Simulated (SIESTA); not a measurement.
HfO2 in SIESTA: the effect of Hubbard term

Crystal: HfO2.

```
Hf O
1.0
     0.00000    2.55750    2.55750
     2.55750    0.00000    2.55750
     2.55750    2.55750    0.00000
Hf O
1 2
Direct
  0.00000 0.00000 0.00000
  0.75000 0.75000 0.75000
  0.25000 0.25000 0.25000
```

Measurements of this composition are mostly on another form, of space group No. 14.

Alike in all runs:

```yaml
Program: SIESTA 5.4.2
Task: single point
Functional: PBE
Potentials_or_basis: PseudoDojo 0.4 standard (PBE files)
Basis: DZP (energy shift 0.003 Ry; two zetas on semicore shells)
Grid_cutoff: 800 Ry
Energy_shift: 0.003 Ry
k_mesh: 9 × 9 × 9
Occupations: fermi-dirac, width 0.05 eV
Spin: no spin polarisation
Hubbard_projector_method: 1
U_from_the_first_cycle: yes
```

```csv
Hubbard term,gap on the mesh (eV),pressure (GPa)
none,3.70,0.2
Hf d U = 2 eV,4.06,4.9
Hf d U = 4 eV,?,?
Hf d U = 6 eV,4.97,14.9
Hf d U = 8 eV,5.35,20.0
```

What does the run with Hubbard term Hf d U = 4 eV give?

gap on the mesh 4.48 eV; pressure 9.8 GPa.

Worked out: A parabola through the other rows of the gap on the mesh, of slope 0.211 eV per eV there, gives 4.51 eV, against the run's 4.48. A straight line through the other rows of the pressure, of slope 2.48 GPa per eV, gives 10.0 GPa, against the run's 9.8.

Caveats: short orbitals over semicore shells can move pressures by several GPa; spin-orbit coupling is left out, which moves the levels of the heavy elements; an odd mesh through Γ misses points on the zone boundary, where band edges often lie; the basis of atomic orbitals isn't converged, which shifts pressures, moduli and gaps.
